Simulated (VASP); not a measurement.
Crystal: Na.

```
Na
1.0
     2.67883    0.00000    0.00000
     0.00000    2.67883    0.00000
     0.00000    0.00000    4.99518
Na
1
Direct
  0.50000 0.50000 0.00000
```

The cell was built by a generator and needn't be a form met in nature.

The cell isn't the ideal one: random cell by space group and Wyckoff sites (P4/mmm, No. 123).

- Program: VASP 6.6.1
- Task: relaxation of cell and atoms
- Functional: PBE
- Potentials or basis: VASP PAW PBE potentials, release 64 (Na_pv)
- Cutoff: 600 eV
- k mesh: 6 × 6 × 4
- Occupations: gaussian, width 0.1 eV
- Spin: no spin polarisation

At the start: pressure 5.7 GPa; volume 35.85 Å³/atom.

Q: Where does the relaxation end?

A: Over 11 steps the energy falls by 622.0 meV/atom and the volume is 38.48 Å³/atom (+7.3 %); space group P4/mmm (No. 123, to 0.05 Å).

The path:
```tsv
step	energy change (eV)	largest force (eV/Å)	pressure (GPa)	volume (Å³)
1	0.0000	0.0000	5.70	35.85
2	-0.3438	0.0000	2.01	42.65
3	-0.4904	0.0000	0.00	50.18
4	-0.5086	0.0000	-0.45	53.37
5	-0.5111	0.0000	-0.59	54.80
6	-0.5268	0.0000	-0.59	52.94
7	-0.5680	0.0000	-0.61	47.40
8	-0.6124	0.0000	0.52	36.45
9	-0.6081	0.0000	-0.42	41.88
10	-0.6211	0.0000	-0.04	39.32
11	-0.6220	0.0000	0.10	38.48
```

Final structure:
```
Na
1.0
     3.42461    0.00000    0.00000
     0.00000    3.42461    0.00000
     0.00000    0.00000    3.28065
Na
1
Cartesian
  1.7123 1.7123 0.0000
```

Caveat: the k mesh is coarse (spacing up to 0.39 Å⁻¹), so the values aren't converged.
